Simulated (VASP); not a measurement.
Input of a VASP 6.6.1 run:

INCAR

```
SYSTEM = SnO
ALGO = Normal
EDIFF = 1E-6
EDIFFG = -0.005
ENCUT = 600
GGA = PS
IBRION = 2
ISIF = 3
ISMEAR = 0
KPAR = 2
LASPH = .True.
LCHARG = .False.
LREAL = .False.
LWAVE = .False.
NELM = 80
NSW = 40
PREC = Accurate
SIGMA = 0.02
```

File KPOINTS:

```
k-points
0
Gamma
  6 6 6
  0 0 0
```

Contents of POSCAR:

```
SnO
1.0
    3.8136952200      0.0000000000      0.0000000000
    0.0000000000      3.8136952200      0.0000000000
    0.0000000000      0.0000000000      4.8869133000
Sn O
2 2
Direct
    0.5000000000      0.0000000000      0.7646261400
    0.0000000000      0.5000000000      0.2353738600
    0.0000000000      0.0000000000      0.0000000000
    0.5000000000      0.5000000000      0.0000000000
```

Potentials or basis: VASP PAW PBE potentials, release 64 (Sn_d, O).

The run is started by

```sh
$ cat potpaw_PBE.64/Sn_d/POTCAR potpaw_PBE.64/O/POTCAR > POTCAR
$ mpirun -np 2 vasp_std > vasp.out
```

(1) Estimate the relaxed cell.

(2) Predict the relaxed volume.

(3) Predict the band gap on the k mesh.

(4) Estimate the space group after relaxing (to 0.05 Å).

## Answers

(1) a = 3.801 Å, b = 3.801 Å, c = 4.721 Å, α = 90.00°, β = 90.00°, γ = 90.00°.

(2) 17.05 Å³/atom.

(3) none (metal or under the smearing width).

(4) P4/nmm (No. 129).

Caveat: the PAW data sets were made with another functional, which shifts forces and pressure a little.
